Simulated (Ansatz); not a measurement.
# ZnSe: how the settings move a single-point run

Aim: see which settings change the result for ZnSe, by how much, and at what cost. The cell is built on a prototype (rocksalt) and needn't be the phase found in nature.

Computed with Ansatz 0.2.0 (reference: DFT, PBE, plane waves, PAW, unless a step's input says otherwise).

3 further runs of the same task are left out: 1 for a known fault of the program, 2 that didn't finish.

## Step 1: The system as given

The structure is cubic, space group Fm-3m (No. 225). The conventional cell has a = 5.318 Å, b = 5.318 Å, c = 5.318 Å, α = 90.00°, β = 90.00°, γ = 90.00°. Zn (site symmetry m-3m) is surrounded by 6 Se at 2.66 Å. Se (site symmetry m-3m) has 6 Zn at 2.66 Å as nearest neighbours.

Coordinates:

```cif
data_structure
_symmetry_space_group_name_H-M 'Fm-3m'
_symmetry_Int_Tables_number 225
_cell_length_a 5.3175
_cell_length_b 5.3175
_cell_length_c 5.3175
_cell_angle_alpha 90.000
_cell_angle_beta 90.000
_cell_angle_gamma 90.000
_cell_volume 150.36
loop_
_atom_site_label
_atom_site_type_symbol
_atom_site_symmetry_multiplicity
_atom_site_Wyckoff_symbol
_atom_site_fract_x
_atom_site_fract_y
_atom_site_fract_z
_atom_site_occupancy
Zn1 Zn 4 a 0.00000 0.00000 0.00000 1
Se1 Se 4 b 0.50000 0.00000 0.00000 1
```

## Step 2: Baseline

File input.yaml:

```yaml
crystal:
  lattice:
    - [0.0, 2.6587577905, 2.6587577905]
    - [2.6587577905, 0.0, 2.6587577905]
    - [2.6587577905, 2.6587577905, 0.0]
  atoms:
    - { symbol: Zn, position: [0.0, 0.0, 0.0] }
    - { symbol: Se, position: [0.5, 0.5, 0.5] }
kpoints:
  mp_grid: { grid: [6, 6, 6] }
hamiltonian:
  xc: pbe
scf:
  occupations: { method: fermi_dirac, width: 0.02 }
  n_extra_bands: 4
output:
  forces: true
  stress: true
  eigenvalues: true
```

Run with:

```console
$ ansatz run input.yaml --threads 4 --pin off --max-ram 3686MiB --backend cpu --events-out ev --progress --plain --runs-dir out
```

## Step 3: A further run, with the input changed

input.yaml, as its differences from that of step 2:

```diff
@@ -15,2 +15,3 @@
   n_extra_bands: 4
+  max_iter: 50
 output:
@@ -19 +20,4 @@
   eigenvalues: true
+magnetization:
+  spin_polarized: true
+  initial_magnetization: 6.0
```

## Step 5: Changed: ecutwfc 300

input.yaml, as its differences from that of step 2:

```diff
@@ -19 +19,3 @@
   eigenvalues: true
+basis:
+  ecutwfc: 300
```

## Step 6: Changing settings: occupations.method gaussian, occupations.width 0.001

input.yaml, as its differences from that of step 2:

```diff
@@ -13,3 +13,3 @@
 scf:
-  occupations: { method: fermi_dirac, width: 0.02 }
+  occupations: { method: gaussian, width: 0.001 }
   n_extra_bands: 4
```

## Step 7: The same system, input altered

input.yaml, as its differences from that of step 2:

```diff
@@ -15,2 +15,3 @@
   n_extra_bands: 4
+  max_iter: 62
 output:
@@ -19 +20,4 @@
   eigenvalues: true
+magnetization:
+  spin_polarized: true
+  initial_magnetization: 0.5
```

## Step 9: Variant: mp_grid.shift [0, 0, 0.5]

input.yaml, as its differences from that of step 2:

```diff
@@ -9,3 +9,3 @@
 kpoints:
-  mp_grid: { grid: [6, 6, 6] }
+  mp_grid: { grid: [6, 6, 6], shift: [0, 0, 0.5] }
 hamiltonian:
```

## Step 10: Changed: occupations.width 0.2

input.yaml, as its differences from that of step 2:

```diff
@@ -13,3 +13,3 @@
 scf:
-  occupations: { method: fermi_dirac, width: 0.02 }
+  occupations: { method: fermi_dirac, width: 0.2 }
   n_extra_bands: 4
```

(Steps that only read results are left out.)

**Question.** What will these runs give? Wanted: for each run, ending; energy change; pressure; gap; force.

As calculated:

| run | ending | energy change | pressure (GPa) | gap (eV) | force (eV/Å) | cycles | time |
| --- | --- | --- | --- | --- | --- | --- | --- |
| reference | converged | 0 | 2.3 | 0.00 | 0.00 | 6 | 0.79 s |
| 1: spin_polarized true, initial_magnetization 6.0 | converged | 0.0 meV/atom | 2.3 | 0.00 | 0.00 | 17 | 1.9 s |
| 2: ecutwfc 300 | converged | +64.8 meV/atom | 2.6 | 0.00 | 0.00 | 6 | 0.66 s |
| 3: occupations.method gaussian, occupations.width 0.001 | converged | +0.3 meV/atom (σ→0) | 2.3 | 0.00 | 0.00 | 6 | 0.77 s |
| 4: spin_polarized true, initial_magnetization 0.5 | converged | 0.0 meV/atom | 2.3 | 0.00 | 0.00 | 14 | 1.8 s |
| 5: mp_grid.shift [0, 0, 0.5] | converged | -7.9 meV/atom | 2.1 | 0.00 | 0.00 | 7 | 1.1 s |
| 6: occupations.width 0.2 | converged | +1.6 meV/atom (σ→0) | 2.3 | 0.00 | 0.00 | 6 | 0.81 s |

Residual by cycle in the longest SCF loop of each run; runs are numbered as in the table. The quantity is the density residual dr2, in eV.

```
cycle  reference    run 1    run 2    run 3    run 4   run 5   run 6
    1    0.00187     2.27  0.00228  0.00187    0.912  2.9e-4  1.7e-4
    2     4.2e-5    0.324  0.00471   4.2e-5     0.12  1.1e-4  7.1e-5
    4     1.8e-6   0.0369   1.3e-5   1.8e-6   8.1e-4  3.8e-6  8.3e-6
    5     3.3e-7  0.00817   3.8e-7   3.3e-7   2.5e-4  1.1e-6  1.6e-7
    7          -  0.00848        -        -   1.3e-5  1.9e-8       -
    8          -  0.00238        -        -   1.4e-6       -       -
   10          -   1.1e-4        -        -   1.7e-5       -       -
   11          -   2.2e-5        -        -   7.6e-7       -       -
   13          -   3.2e-6        -        -  8.5e-12       -       -
   14          -   1.5e-7        -        -  5.6e-12       -       -
   16          -  3.7e-10        -        -        -       -       -
   17          -  2.7e-11        -        -        -       -       -
```

Semilocal functionals close small gaps, so the missing gap need not be the real solid's. Run 2 ran under the cutoff that the potentials recommend, as the log warns, so basis error is mixed into its values.
